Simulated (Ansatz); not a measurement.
# In, space group I4/mmm: a convergence test of the k-point mesh

Computed with the Ansatz DFT code, driven from Python.

`in.py`:
```python
import ansatz as az


def main() -> None:
    crystal = (
        az.Lattice.from_parameters(3.376906, 3.376906, 3.376906, alpha=122.45293, beta=122.45293, gamma=85.80144)
        .atom("In", (0.0, 0.0, 0.0))
    )

    setup = crystal.calculation()
    setup = setup.occupations("Fermi-Dirac", width=0.1).functional(az.Functional.LDA)
    setup = setup.forces().stress()

    rows = []
    for value in [(3, 3, 3), (4, 4, 4), (6, 6, 6), (8, 8, 8), (10, 10, 10), (12, 12, 12)]:
        summary = setup.kpoints(*value).run().report
        rows.append((value, summary["free_energy_ev"] / len(summary["lattice"]["sites"]), summary["n_iterations"], sum(summary["stress_gpa"][i][i] for i in range(3)) / 3, max(abs(f) for row in summary["forces_ev_ang"] for f in row), summary["n_kpoints"]))

    print("        mesh   F/atom (eV)    iterations       P (GPa)  max force (eV/A)      k-points")
    for row in rows:
        print(f"{str(row[0]):>12s}  {row[1]:12.5f}  {row[2]:12d}  {row[3]:12.3f}  {row[4]:16.4f}  {row[5]:12d}")

    for row in rows[:-1]:
        shift = 1000 * (row[1] - rows[-1][1])
        print(f"{row[0]}: {shift:+.2f} meV/atom" + ("  (within 5 meV)" if abs(shift) < 5 else ""))


if __name__ == "__main__":
    main()
```

```console
$ python in.py
DeckWarning: basis.ecutwfc = 420 eV, auto-derived from the records' recommended cutoffs: set by In (normal level)
        mesh   F/atom (eV)    iterations       P (GPa)  max force (eV/A)      k-points
   (3, 3, 3)   -5456.48450             6        -1.937            0.0000             6
   (4, 4, 4)   -5457.03135             6        -0.432            0.0000            13
   (6, 6, 6)   -5457.18350             6        -3.077            0.0000            30
   (8, 8, 8)   -5457.15058             6        -2.545            0.0000            59
(10, 10, 10)   -5457.16141             6        -2.582            0.0000           102
(12, 12, 12)   -5457.15615             6        -2.493            0.0000           163
(3, 3, 3): +671.65 meV/atom
(4, 4, 4): +124.79 meV/atom
(6, 6, 6): -27.35 meV/atom
(8, 8, 8): +5.57 meV/atom
(10, 10, 10): -5.27 meV/atom
```
(Warnings from the package without file and line.)

Reading the output:
- Forces vanish by symmetry here and test nothing.
- Pressure is positive in compression.
- Shifts are counted from the finest mesh, which is itself no proven limit.

(Lines on the test bed's own set-up are left out of the output.)
